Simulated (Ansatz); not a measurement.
Structure search: one Al candidate

Computed with Ansatz, DFT PBE, scalar-relativistic, plane waves, PAW. Cutoff 420 eV, Gaussian smearing, Γ-centred meshes. Cell and atoms relax first on a coarse mesh and then on a finer one. In between, the cell is made exact in the group found at 0.06 Å. In metals the finer mesh still leaves noise of several meV/atom or more. The steps can't lower the symmetry of their start. No spin polarisation.

The guess for Al was made by a generator: random cell by space group and Wyckoff sites (P6/mmm, No. 191). Its size is a rough estimate.

```cif
data_structure
_symmetry_space_group_name_H-M 'P6/mmm'
_symmetry_Int_Tables_number 191
_cell_length_a 2.7246
_cell_length_b 2.7246
_cell_length_c 3.3896
_cell_angle_alpha 90.000
_cell_angle_beta 90.000
_cell_angle_gamma 120.000
_cell_volume 21.79
loop_
_atom_site_label
_atom_site_type_symbol
_atom_site_symmetry_multiplicity
_atom_site_Wyckoff_symbol
_atom_site_fract_x
_atom_site_fract_y
_atom_site_fract_z
_atom_site_occupancy
Al1 Al 2 c 0.33333 0.66667 0.00000 1
```

Energies count from the standard state of Al at the same level.

Problem. Describe the relaxed structure.

Solution. The symmetry stays P6/mmm (No. 191). The volume per atom grows by 126.1 %, from 10.9 to 24.6 Å³. The shortest distance goes from 1.57 Å (Al–Al) to 2.62 Å (Al–Al). The ratio c/a of the conventional cell changes by a factor of 0.49. The energy falls by about 13.6 eV/atom (the start's value is from the coarse mesh). Conventional cell: a = 4.545 Å, c = 2.754 Å. Al has 5 Al at 2.62–2.75 Å.

```cif
data_structure
_symmetry_space_group_name_H-M 'P6/mmm'
_symmetry_Int_Tables_number 191
_cell_length_a 4.5455
_cell_length_b 4.5455
_cell_length_c 2.7539
_cell_angle_alpha 90.000
_cell_angle_beta 90.000
_cell_angle_gamma 120.000
_cell_volume 49.28
loop_
_atom_site_label
_atom_site_type_symbol
_atom_site_symmetry_multiplicity
_atom_site_Wyckoff_symbol
_atom_site_fract_x
_atom_site_fract_y
_atom_site_fract_z
_atom_site_occupancy
Al1 Al 2 c 0.33333 0.66667 0.00000 1
```

Problem. How does it come out in energy, and is it a metal?

Solution.

- Energy over the standard state: +0.50 eV/atom
- Gap on the 15×15×20 mesh of the 2-atom cell: 0 eV (a metal)

It lies above the standard state, so it could only be metastable.

The last run used Gaussian smearing of 0.10 eV. A structure relaxed within its symmetry needn't be a true minimum. Another cell of Al relaxed alike, in Pm-3n, lies 124 meV/atom lower, so this cell isn't the stable form at this level.
